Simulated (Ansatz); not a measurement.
This script drives Ansatz 0.2.0, Python API.

`fdcheck_caf2.py`
```python
"""Do the forces of CaF2 match the slope of the free energy with displaced atoms."""

import ansatz as az
import numpy as np

VECTORS = np.array([
    [-0.01337, 2.73121, 2.75106],
    [2.71764, -0.00286, 2.74056],
    [2.7252, 2.72826, -0.01042],
])
SITES = [
    ("Ca", (0.99641, 0.00402, 0.00721)),
    ("F", (0.2506, 0.24308, 0.26179)),
    ("F", (0.7523, 0.75111, 0.74827)),
]


def build(cell):
    crystal = az.Crystal(lattice=az.Lattice.of(cell))
    for symbol, position in SITES:
        crystal = crystal.atom(symbol, position)
    return crystal

def solve(crystal):
    return (
        crystal.calculation()
        .occupations("fixed")
        .functional("r2SCAN")
        .basis(650, xc_grid=2)
        .kpoints(4, 4, 4)
        .scf(tolerance=1e-09)
        .forces()
        .stress()
        .run(threads=1)
    ).report


centre = solve(build(VECTORS))
start = build(VECTORS)
# move one atom both ways along a Cartesian axis
print(f"force on atom 2 along x: analytic {centre['forces_ev_ang'][2][0]:.4f} eV/A")
for h in (0.005, 0.02):
    shift = np.eye(3)[0] * h @ np.linalg.inv(VECTORS)
    plus, minus = (solve(start.move(2, to=np.array(SITES[2][1]) + sign * shift))["lagrangian_ev"] for sign in (1, -1))
    print(f"  step {h} A: numerical {-(plus - minus) / (2 * h):.4f} eV/A")
# P = -dF/dV; the difference feels the change of the plane-wave count with the cell
volume = abs(np.linalg.det(VECTORS))
larger, smaller = (solve(build(VECTORS * (1 + sign * 0.005) ** (1 / 3)))["lagrangian_ev"] for sign in (1, -1))
numerical = -(larger - smaller) / (0.01 * volume) * 160.21766
print(f"pressure: analytic {np.trace(centre['stress_gpa']) / 3:.3f}, numerical {numerical:.3f} GPa")
```

It is started by `python fdcheck_caf2.py`. Estimate its wall time and peak memory on 1 thread of Arm Neoverse V2, with other jobs on the host.

It took about 63 s, with a peak of 0.41 GiB, for 7 runs of the engine.

```console
$ python fdcheck_caf2.py
DeckWarning: output.stress: scf.convergence.dr2_threshold = 1e-9 eV is looser than the 3e-10 eV advised for a printed stress (1e-10 eV for each atom of the cell: 3). What an SCF threshold leaves in a stress goes as its square root, and in the free energy as [...]
force on atom 2 along x: analytic 0.1107 eV/A
  step 0.005 A: numerical 0.1107 eV/A
  step 0.02 A: numerical 0.1105 eV/A
pressure: analytic -1.598, numerical -1.592 GPa
```
(Warnings from the package without file and line, shortened.)

The k-point mesh is coarse, and energy and stress weren't tested for convergence. Pressure is positive in compression. The cell is a database structure, distorted on purpose. The central difference errs as the square of the step, so the shorter step is the fairer test; what remains comes from the finite grid and the SCF threshold.
